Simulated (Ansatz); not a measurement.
# Ag(110) / 3 layers Pd(110) / Ag(110): resistance against film thickness

How does the resistance across the layers grow with the film in Ag(110) / 3 layers Pd(110) / Ag(110)?

Calculated with Ansatz 0.2.0; Ansatz plane-wave DFT, PBE, PAW files; ballistic transport by layer matching (Landauer), zero bias; PAW set soft_1.

## Step 1: The structure

The cell holds 16 atoms: 13 Ag and 3 Pd. Cell: a = 2.889 Å, b = 4.086 Å, c = 22.520 Å, α = 90.0°, β = 90.0°, γ = 90.0°. It derives from Ag and Pd. Regions: lead, 13 atoms (13 Ag); films, 3 atoms (3 Pd). The structure is stacked along c, and the current runs across the ab planes.

## Step 2: With 3 layers

The film is laid into the lead at the lead's in-plane lattice, and the cell closes on the lead's own image. The mesh across the current, 26×18, is finer than the density's, because channels open and close sharply across the zone. Energies from -1 to 1 eV in steps of 0.036 eV cover the slope of the Fermi function at 300 K, so the program can form a conductance.

input.yaml reads:

```yaml
crystal:
  lattice:
    - [2.8893797293, 0.0, 0.0]
    - [0.0, 4.0862, 0.0]
    - [0.0, 0.0, 22.5196529193]
  atoms:
    - { symbol: Ag, position: [0.0, 0.0, 0.0320762018] }
    - { symbol: Ag, position: [0.5, 0.5, 0.0962286055] }
    - { symbol: Ag, position: [0.0, 0.0, 0.1603810092] }
    - { symbol: Ag, position: [0.5, 0.5, 0.2245334129] }
    - { symbol: Ag, position: [0.0, 0.0, 0.2886858165] }
    - { symbol: Ag, position: [0.5, 0.5, 0.3528382202] }
    - { symbol: Pd, position: [0.0, 0.0, 0.4125842141] }
    - { symbol: Pd, position: [0.5, 0.5, 0.4679237982] }
    - { symbol: Pd, position: [0.0, 0.0, 0.5232633823] }
    - { symbol: Ag, position: [0.5, 0.5, 0.5830093761] }
    - { symbol: Ag, position: [0.0, 0.0, 0.6471617798] }
    - { symbol: Ag, position: [0.5, 0.5, 0.7113141835] }
    - { symbol: Ag, position: [0.0, 0.0, 0.7754665871] }
    - { symbol: Ag, position: [0.5, 0.5, 0.8396189908] }
    - { symbol: Ag, position: [0.0, 0.0, 0.9037713945] }
    - { symbol: Ag, position: [0.5, 0.5, 0.9679237982] }
kpoints:
  mp_grid: { grid: [13, 9, 2] }
hamiltonian:
  xc: pbe
  pseudopotentials: { kind: paw, azcp: { folder: soft_1 } }
scf:
  occupations: { method: fermi_dirac, width: 0.1 }
output:
  transmission: { leads: [[0, 1]], kmesh: [26, 18], e_range: [-1.0, 1.0], de: 0.036 }
  write_potential: true
  write_density: true
  volumetric_format: npy
  elf: true
```

Run with:

```sh
> ansatz run input.yaml --threads 4 --pin off --max-ram 8192MiB --backend cpu --events-out ev --progress --plain --runs-dir out
```

Numbers of over 12 decimals in the logs are rounded to 6 here.

What it wrote:

```text
Engine: ansatz 0.2.0, aarch64-unknown-linux-gnu
Pseudopotentials: kind: paw
Pseudopotential: Ag, paw, valence charge 19, recommended cutoff 420 eV (normal), soft_1/Ag.paw.azcp
Pseudopotential: Pd, paw, valence charge 18, recommended cutoff 420 eV (normal), soft_1/Pd.paw.azcp
Functional definition: PBE
  parameter kappa = 0.804
  parameter beta = 0.066725
  exchange = pbe_x(kappa = kappa, mu = beta*pi^2/3)
  correlation = pbe_c(beta = beta)
Crystal: 16 atoms, lattice volume = 265.880 Å³
Basis set: ecut = 420 eV, 5187 PW (Γ)
Bands: 181, of which v1, the nominal top of the filled ones, is band 151 counted from 1 (150 counted from 0)
Symmetry: 8 space group operations
Space group: Pmmm (ITA 47), of the structure as read, at distance tolerance 6.4e-5 Å
k-points: 70 of 234
Non-local potential: Ag, projectors of the file, l = 0: 3, l = 1: 2, l = 2: 2, l = 3: 1
Non-local potential: Pd, projectors of the file, l = 0: 2, l = 1: 2, l = 2: 2, l = 3: 1
PAW form: soft (Blöchl's): semilocal exchange-correlation on the pseudo side does not see the compensation charge
PAW one-centre angular grid: Ag, 590 points (default); XC on 64 Gauss nodes
PAW one-centre angular grid: Pd, 590 points (default); XC on 64 Gauss nodes
Initial density: superposition of atomic densities (chi_scale 0.1, normalization cell, long waves of neutral atoms (reshape's long-wave potential 7.08 eV rms, cloud 2.84 Å wide))
Initial wavefunctions: pseudopotential atomic-orbital guess
Functional: x = pbe(κ = 0.804, μ = 0.219515), c = pbe(β = 0.066725)
SCF iter   1: F=—  HF=-119623.841403 eV  |F-HF|=—  |Δ(HF+E_count)|=         —  Δρ=2.32e-1  dr2=1.26e3  ethr=3.10e-3  ⟨swp⟩=4.6  Hψ=38029  notcnv=0  defer=414
preconditioner: auto → Kerker (q_TF=auto, 2.785 Å⁻¹)  [metal: Δε(μ)=0.011 eV  Ē_g=10.470 eV  σ=0.100 eV  W_gap=0.03  n_scr=98 (ndim 8)  ℏωp=30.0 eV  f_vac=0.000  D(μ)=8.46/eV (n_scr^D=56)]
SCF iter   2: F=—  HF=-119602.753286 eV  |F-HF|=—  |Δ(HF+E_count)|=    2.11e1  Δρ=1.05e-1  dr2=3.42e2  ethr=3.10e-3  ⟨swp⟩=2.2  Hψ=25414  notcnv=0  defer=1026
SCF iter   3: F=—  HF=-119596.993370 eV  |F-HF|=—  |Δ(HF+E_count)|=    5.76e0  Δρ=2.42e-2  dr2=2.32e0  ethr=3.10e-3  ⟨swp⟩=2.1  Hψ=18057  notcnv=0  defer=1165
SCF iter   4: F=—  HF=-119596.764379 eV  |F-HF|=—  |Δ(HF+E_count)|=   2.29e-1  Δρ=2.03e-2  dr2=7.22e0  ethr=7.71e-4  ⟨swp⟩=2.1  Hψ=25091  notcnv=0  defer=1278  recentre
SCF iter   5: F=—  HF=-119596.607654 eV  |F-HF|=—  |Δ(HF+E_count)|=   1.57e-1  Δρ=3.64e-3  dr2=4.77e-1  ethr=7.71e-4  ⟨swp⟩=2.0  Hψ=12080  notcnv=0  defer=1278
SCF iter   6: F=—  HF=-119596.590948 eV  |F-HF|=—  |Δ(HF+E_count)|=   1.67e-2  Δρ=1.64e-3  dr2=2.33e-2  ethr=1.59e-4  ⟨swp⟩=1.0  Hψ=14630  notcnv=0  defer=1271
SCF iter   7: F=—  HF=-119596.588429 eV  |F-HF|=—  |Δ(HF+E_count)|=   2.52e-3  Δρ=4.80e-4  dr2=4.22e-3  ethr=7.72e-6  ⟨swp⟩=2.2  Hψ=17247  notcnv=0  defer=1271
SCF iter   8: F=—  HF=-119596.588243 eV  |F-HF|=—  |Δ(HF+E_count)|=   1.87e-4  Δρ=1.51e-4  dr2=1.65e-3  ethr=1.40e-6  ⟨swp⟩=1.0  Hψ=11373  notcnv=0  defer=1271
SCF iter   9: F=—  HF=-119596.588196 eV  |F-HF|=—  |Δ(HF+E_count)|=   4.68e-5  Δρ=6.14e-5  dr2=2.48e-4  ethr=5.47e-7  ⟨swp⟩=1.0  Hψ=11373  notcnv=0  defer=1271
SCF iter  10: F=—  HF=-119596.588205 eV  |F-HF|=—  |Δ(HF+E_count)|=   8.96e-6  Δρ=3.58e-5  dr2=2.78e-5  ethr=8.24e-8  ⟨swp⟩=1.0  Hψ=11380  notcnv=0  defer=1271
SCF iter  11: F=—  HF=-119596.588208 eV  |F-HF|=—  |Δ(HF+E_count)|=   2.99e-6  Δρ=1.72e-5  dr2=7.60e-6  ethr=9.23e-9  ⟨swp⟩=1.1  Hψ=11423  notcnv=0  defer=1271
SCF iter  12: F=—  HF=-119596.588207 eV  |F-HF|=—  |Δ(HF+E_count)|=   2.01e-7  Δρ=6.06e-6  dr2=6.32e-7  ethr=2.52e-9  ⟨swp⟩=1.0  Hψ=11395  notcnv=0  defer=1271
SCF iter  13: F=-119596.588207 eV  HF=-119596.588207 eV  |F-HF|=4.19e-8  |Δ(HF+E_count)|=   4.30e-8  Δρ=1.95e-6  dr2=4.61e-8  ethr=3.32e-11  ⟨swp⟩=9.4  Hψ=47407  notcnv=0
SCF 1 converged in 13 iterations: F = -119596.588207 eV  dr2 = 4.61e-8
  greatest PAW one-centre occupation: 1.001 electrons in one spin orbital (limit 2), on the Ag atom at site 9 (counted from 0), in its partial waves of l = 0
transmission: 434 of 4340 steps passed
transmission: 868 of 4340 steps passed
[...]
transmission: 4340 of 4340 steps passed
SCF converged after 13 iterations
Free energy (F): -119596.588207 eV
Harris-Foulkes:  -119596.588207 eV  (|F-HF|=4.19e-8)
Internal energy: -119596.380179 eV  (E = F + TS)
E sigma→0 (E₀):  -119596.484193 eV
Entropy (-TS):   -0.208028 eV (-13.002 meV/atom)
Fermi energy:    17.615053 eV
--- Per-component energies (eV) ---
  E_band       = -3494.237666
  E_kinetic    = 7432.263367
  E_local      = -33066.797756  (includes V_loc(G=0)·N_el)
  E_nonlocal   = 1525.093407
  E_hartree    = 15771.704347
  E_xc         = -2486.363175
  E_vxc        = -3147.015053  (∫ρ·V_xc dr)
  E_paw        = -62852.731736  (= ΣΔE_a)
  E_vpaw       = -7781.194406  (= ΣTr[D̂ρ^β])
  E_aug_tail   = 0.005541  (compensation charges beyond the density's cutoff)
  E_ewald      = -45919.554174
  E_smearing   = -0.208028  (= −TS)
  E_closure    = -0.000000  (closes the sum)
  Σ components = -119596.588207   (vs F -119596.588207, Δ=0.00e0)
--- Band table (eV; the first three rows and the last of 70) ---
  k-point 0: bands = [... 147 lower, 16.5004, 16.6360, 17.0625, 17.6654, 17.8219, 18.0006, 19.3066, 20.2489, ... 26 higher]
  k-point 1: bands = [... 147 lower, 16.6360, 16.7844, 16.8269, 17.0625, 17.6654, 19.1218, 19.3241, 19.4681, ... 26 higher]
  k-point 2: bands = [... 147 lower, 16.3838, 16.7079, 17.1205, 17.5929, 17.8164, 17.9953, 18.5301, 19.4118, ... 26 higher]
  k-point 69: bands = [... 147 lower, 18.0297, 18.7861, 18.8504, 19.4223, 19.4667, 20.4955, 20.5854, 21.2178, ... 26 higher]
--- Transmission ---
  basis      : 101 plane waves across, 31 finite elements along
  points     : 140, standing for a mesh of 26 x 18
  filling    : by the input's occupations and mesh, since the crystals that have channels conduct as metals do. If one of these is a semiconductor, that mesh has misplaced its level
  energies   : 56 from -1.000000 to 0.980000 eV about the Fermi level, 0.036000 eV apart; the leads are filled to 0.000000 eV, and channels, transmission and decay are at 0.008000 eV
  crystal 0  : Ag1, at the sites [0, 1], period 1.4447 Å, over 18.78 Å; its Hamiltonian steps by up to 1.8 meV
    offset         : up to 0.0000 Å between an atom of the period and one for which it stands
    filled         : 19.1 meV over the level at which it is neutral
    channels       : 1.382479e0 a spin
    conductance    : 9.0577e14 S/m² at 300 K; may be off by some 0.0 % by where its bands' edges are placed, 4.8 % from the k-mesh, 0.2 % from the distance to neutral
    slowest decay  : 0.0691 /Å at (0.0769, 0.5000)
  junction   : crystal 0 to crystal 0, -0.70 to 20.38 Å
    transmission   : 8.544614e-1 a spin
    conductance    : 5.5750e14 S/m² at 300 K (5.5830e14 on every other point, 5.5763e14 on every other energy)
    error estimate : 0.0 % from the energy spacing and 0.0 % from band edges of the leads and from resonances (wavevectors taken as independent; lower de), 5.2 % from the k-mesh, 0.4 % from the steps of its leads' Hamiltonians or their offsets (lay more layers), 1.5 % from the distance to neutral
    resistance     : 6.8971e-4 Ω µm² beyond half of each lead's own
```

Elapsed: 9.9 min, on 4 threads of Arm Neoverse V1, shared host; peak memory 2.6 GiB; 37 min of CPU time.

The column dr2 measures how far the density is from self-consistency, as an energy; F and HF (Harris–Foulkes) agree once it is small.

This step gave:

```
free energy                                                                : -119596.5882 eV
energy at zero smearing                                                    : -119596.4842 eV
Fermi energy                                                               : 17.62 eV
cell area                                                                  : 11.81 Å²
step of the lead's potential                                               : 1.8 meV
ballistic conductance of the lead                                          : 9.06e14 S/m²
estimated errors of the lead's conductance                                 : 0, 4.8, 0.2 % (band edges, k-mesh, distance from neutral)
lead conductance per cell                                                  : 1.380 G₀
conductance of the junction                                                : 5.58e14 S/m²
junction conductance per cell                                              : 0.8495 G₀
estimated errors of the junction's conductance                             : 0, 0, 5.2, 0.4, 1.5 % (energy step, band edges, k-mesh, leads' steps, distance from neutral)
area resistance that the stack adds (contact term taken off, spin by spin) : 0.6897 fΩ m²
```

Per spin. Table of transmission, zone mean by energy, zero at the Fermi level:

```
energy (eV)  transmission, zone mean
     -1.000                    0.877
     -0.964                    0.857
     -0.892                    0.847
     -0.856                    0.866
     -0.784                    0.846
     -0.748                    0.835
     -0.676                    0.800
     -0.640                    0.815
     -0.568                    0.791
     -0.532                    0.767
     -0.460                    0.720
     -0.424                    0.754
     -0.352                    0.767
     -0.316                    0.778
     -0.244                    0.780
     -0.208                    0.796
     -0.136                    0.799
     -0.100                    0.798
     -0.028                    0.827
      0.008                    0.854
      0.080                    0.906
      0.116                    0.930
      0.188                    0.970
      0.224                    0.985
      0.296                     1.00
      0.332                     1.01
      0.404                     1.04
      0.440                     1.05
      0.512                     1.05
      0.548                     1.06
      0.620                     1.08
      0.656                     1.09
      0.728                     1.11
      0.764                     1.11
      0.836                     1.10
      0.872                     1.10
      0.944                     1.10
      0.980                     1.11
```

Per spin. The open channels, zone mean, lead by energy, zero at the Fermi level:

energy (eV), open channels, zone mean, lead and a bar from the least value:
```
   -1.000       1.18 
   -0.892       1.18 
   -0.820       1.23 #####
   -0.712       1.23 ######
   -0.640       1.24 #######
   -0.532       1.31 #############
   -0.424       1.37 ####################
   -0.352       1.36 ###################
   -0.244       1.37 ####################
   -0.136       1.36 ###################
   -0.064       1.37 #####################
    0.008       1.38 #####################
    0.044       1.39 ######################
    0.116       1.39 ######################
    0.224       1.43 ###########################
    0.332       1.44 ############################
    0.404       1.45 #############################
    0.512       1.42 #########################
    0.620       1.42 #########################
    0.692       1.44 ############################
    0.800       1.46 ##############################
    0.872       1.43 ##########################
    0.980       1.43 ##########################
```

Transmission over k1 and k2. At 0.0080 eV from the Fermi level.

Values, 12 rows by 16 columns, each cell a mean:
```
0.84 1.07 1.15 1.32 1.44 1.36 1.09 0.74 0.63 0.87 1.20 1.42 1.41 1.24 1.11 1.03
0.29 0.85 0.75 0.61 0.55 0.75 1.50 1.93 1.92 1.85 1.18 0.61 0.56 0.65 0.84 0.68
0.06 0.54 0.53 0.15 0.28 0.88 1.15 1.57 1.82 1.39 1.06 0.64 0.16 0.23 0.67 0.31
0.02 0.31 0.46 0.28 0.84 0.97 0.97 1.05 1.16 1.00 0.97 0.96 0.69 0.10 0.63 0.13
0.03 0.24 0.57 0.93 0.97 0.96 0.95 0.95 0.95 0.95 0.95 0.96 0.98 0.76 0.51 0.12
0.05 0.16 0.64 0.98 0.97 0.95 0.95 0.95 0.96 0.95 0.95 0.96 0.97 0.99 0.34 0.12
0.03 0.21 0.56 0.96 0.97 0.96 0.95 0.95 0.95 0.95 0.95 0.96 0.97 0.87 0.38 0.13
0.02 0.28 0.50 0.56 0.97 0.97 0.96 0.95 0.95 0.95 0.96 0.97 0.91 0.29 0.64 0.11
0.04 0.45 0.49 0.10 0.44 0.93 1.07 1.40 1.70 1.25 1.02 0.78 0.24 0.17 0.63 0.24
0.15 0.75 0.65 0.37 0.26 0.67 1.46 1.88 1.94 1.77 1.17 0.43 0.27 0.46 0.77 0.52
0.66 0.99 1.01 1.11 1.21 1.21 1.21 1.31 1.26 1.31 1.17 1.23 1.18 1.06 1.01 0.94
1.36 1.37 1.54 1.78 1.84 1.57 0.84 0.06 0.00 0.24 1.20 1.73 1.84 1.69 1.46 1.35
```
Columns: k1 (b1) from -0.5 to 0.462; rows upwards: k2 (b2) from -0.5 to 0.444.

Open channels over k1 and k2. At 0.0080 eV from the Fermi level.

Ten even steps from '0' (0.00) to '9' (2.00):
```
99999999999900099999999999
99559999999999999999999559
95555599999999999999955555
95555555999999999995555555
95555555559999999555555555
95555555555555555555555555
95555555555555555555555555
95555555555555555555555555
95555555555555555555555555
95555555555555555555555555
95555555555555555555555555
95555555555555555555555555
95555555559999999555555555
95555555999999999995555555
95555599999999999999955555
99559999999999999999999559
99999999999900099999999999
99999999999000009999999999
```
Columns: k1 (b1) from -0.5 to 0.462; rows upwards: k2 (b2) from -0.5 to 0.444.

Valence density in the ca plane at fractional y = 0.000, with atoms of Ag and Pd within 0.2 Å of it. It is the smooth field of the valence electrons, not physical close to the nuclei.

Ten even steps from '0' (0 e/Å³) to '9' (21 e/Å³), each cell a mean:
```
75100014751000147410001453000255300003762000
21000001210000012100000121000012100000210000
00000000000000000000000000000000000000000000
00000000000000000000000000000000000000000000
00000000000000000000000000000000000000000000
10000000000000001000000000000000000000000000
43000002430000024300001342000134200002431000
96100015961000159610002674000267300004972000
```
Columns run along c (16.0 Å, from fractional 0.03 to 0.74 of the cell), rows up along a (2.9 Å). Atoms in or near the plane, at fractional coordinates: Ag at (0.03, 0.00), Ag at (0.16, 0.00), Ag at (0.29, 0.00), Pd at (0.41, 0.00), Pd at (0.52, 0.00), Ag at (0.65, 0.00).

Electrostatic potential energy in the ca plane at fractional y = 0.000, with atoms of Ag and Pd within 0.2 Å of it. With pseudopotentials it is smooth inside the atoms' cores, unlike the true potential.

Values in eV, 5 rows by 16 columns, each cell a mean:
```
 -6  14  -2  -5  16  -4  -4  15 -26 -10  -2 -30  13  -2  -5  16
  7  19  12   9  20  11  10  20   9  14  16   7  19  13   9  20
 17  20  19  18  21  18  18  21  19  20  20  18  21  19  18  21
 -1  18   6   1  19   4   3  19  -3   7  11  -6  18   7   1  19
 -1  13  -2  -2  15  -3  -2  14 -31 -15  -7 -35  10  -2  -2  15
```
Columns run along c (16.0 Å, from fractional 0.03 to 0.74 of the cell; values clipped at the 3rd and 97th percentile), rows up along a (2.9 Å). Atoms in or near the plane, at fractional coordinates: Ag at (0.03, 0.00), Ag at (0.16, 0.00), Ag at (0.29, 0.00), Pd at (0.41, 0.00), Pd at (0.52, 0.00), Ag at (0.65, 0.00).

ELF in the ca plane at fractional y = 0.000, with atoms of Ag and Pd within 0.2 Å of it. It is the smooth field of the valence electrons, not physical close to the nuclei.

Values, 5 rows by 16 columns, each cell a mean:
```
0.54 0.20 0.41 0.51 0.18 0.45 0.47 0.21 0.38 0.35 0.32 0.37 0.24 0.40 0.51 0.18
0.26 0.17 0.22 0.25 0.16 0.23 0.23 0.17 0.28 0.23 0.21 0.30 0.18 0.21 0.25 0.16
0.17 0.16 0.17 0.17 0.16 0.16 0.16 0.16 0.19 0.17 0.16 0.19 0.16 0.16 0.16 0.16
0.35 0.17 0.28 0.33 0.17 0.30 0.31 0.18 0.36 0.29 0.25 0.38 0.19 0.27 0.33 0.17
0.62 0.21 0.45 0.58 0.19 0.51 0.53 0.22 0.33 0.34 0.33 0.31 0.25 0.45 0.58 0.19
```
Columns run along c (16.0 Å, from fractional 0.03 to 0.74 of the cell), rows up along a (2.9 Å). Atoms in or near the plane, at fractional coordinates: Ag at (0.03, 0.00), Ag at (0.16, 0.00), Ag at (0.29, 0.00), Pd at (0.41, 0.00), Pd at (0.52, 0.00), Ag at (0.65, 0.00).

The lead's potential steps by 1.8 meV from period to period, small in itself. The program estimates the junction's conductance to 5.2 % from the k-mesh, 1.5 % from the leads' distance from neutral and 0.4 % from their steps.

By hand: 1/G − 1/G_lead = 1/0.5575 − 1/0.9058 = 0.690 fΩ m² with G in 10¹⁵ S/m².

(Part 1 of 3 ends here.)

[Logs are printed without paths, hosts, clocks, repeated set-up lines and the standing remarks that a program may print on its own settings, such as how far it seeks lower states.]

[Hosts, paths, dates, database ids (printed as entryN), source tags and the programs' standing remarks are cut or masked in the printed files.]
